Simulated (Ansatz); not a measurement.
# TiO2: the cost of one run

Computed with Ansatz 0.2.0 (DFT PBE, scalar-relativistic, unless a step's input says otherwise).

2 further runs of the same task are left out: 2 that didn't finish.

## 1. The structure to begin with

Symmetry: I4_1/amd, No. 141, tetragonal system. Conventional cell: a = 3.785 Å, b = 3.785 Å, c = 9.514 Å, α = 90.00°, β = 90.00°, γ = 90.00°. Around Ti (site symmetry -4m2) lie 6 O at 1.94 to 1.97 Å. O (site symmetry 2mm) is surrounded by 3 Ti at 1.94 to 1.97 Å.

Coordinates:

```cif
data_structure
_symmetry_space_group_name_H-M 'P 1'
_symmetry_Int_Tables_number 1
_cell_length_a 5.4582
_cell_length_b 5.4582
_cell_length_c 5.4582
_cell_angle_alpha 139.426
_cell_angle_beta 139.426
_cell_angle_gamma 58.726
_cell_volume 68.15
loop_
_atom_site_label
_atom_site_type_symbol
_atom_site_fract_x
_atom_site_fract_y
_atom_site_fract_z
_atom_site_occupancy
Ti1 Ti 0.00000 0.00000 0.00000 1
Ti2 Ti 0.75000 0.25000 0.50000 1
O1 O 0.20660 0.20660 0.00000 1
O2 O 0.95660 0.45660 0.50000 1
O3 O 0.54340 0.04340 0.50000 1
O4 O 0.79340 0.79340 0.00000 1
```

Atoms are numbered in the order of the input: Ti1, Ti2, O3, O4, O5, O6.

## 2. The deformed structure

Space group I4_1/amd before, C2/c after.

## 3. Full-potential LAPW

input.yaml reads:

```yaml
crystal:
  lattice:
    - [-1.7927575, 1.9354675, 4.757]
    - [1.9354675, -1.7927575, 4.757]
    - [1.8495325, 1.8495325, -4.700225]
  atoms:
    - { symbol: Ti, position: [0.0, 0.0, 0.0] }
    - { symbol: Ti, position: [0.75, 0.25, 0.5] }
    - { symbol: O, position: [0.2066, 0.2066, 0.0] }
    - { symbol: O, position: [0.9566, 0.4566, 0.5] }
    - { symbol: O, position: [0.5434, 0.0434, 0.5] }
    - { symbol: O, position: [0.7934, 0.7934, 0.0] }
kpoints:
  mp_grid: { grid: [13, 13, 13] }
  band_path:
    path:
      - [0.0, 0.0, 0.0]
      - [0.5, 0.5, -0.5]
      - [0.908873356, 0.091126644, -0.5]
      - [0.091126644, -0.091126644, -0.5]
      - [0.0, 0.0, -0.5]
      - [0.0, 0.0, 0.0]
      - [0.5, -0.5, 0.0]
      - [0.5, 0.0, -0.5]
      - [0.0, 0.0, 0.0]
    npoints: 5
scf:
  occupations: { method: fermi_dirac, width: 0.08 }
hamiltonian:
  xc: pbe
  pseudopotentials: { kind: all_electron, lapw: { basis_error: 0.001 } }
output:
  forces: true
  stress: true
  eigenvalues: true
```

Started as:

```bash
ansatz run input.yaml --threads 2 --pin off --max-ram 6144MiB --backend cpu --events-out ev --progress --plain --runs-dir out
```

Q: Estimate wall time and peak memory on 2 threads of Intel Xeon Platinum 8488C (Sapphire Rapids), shared host.

About 5 min, with a peak of 5 GiB.
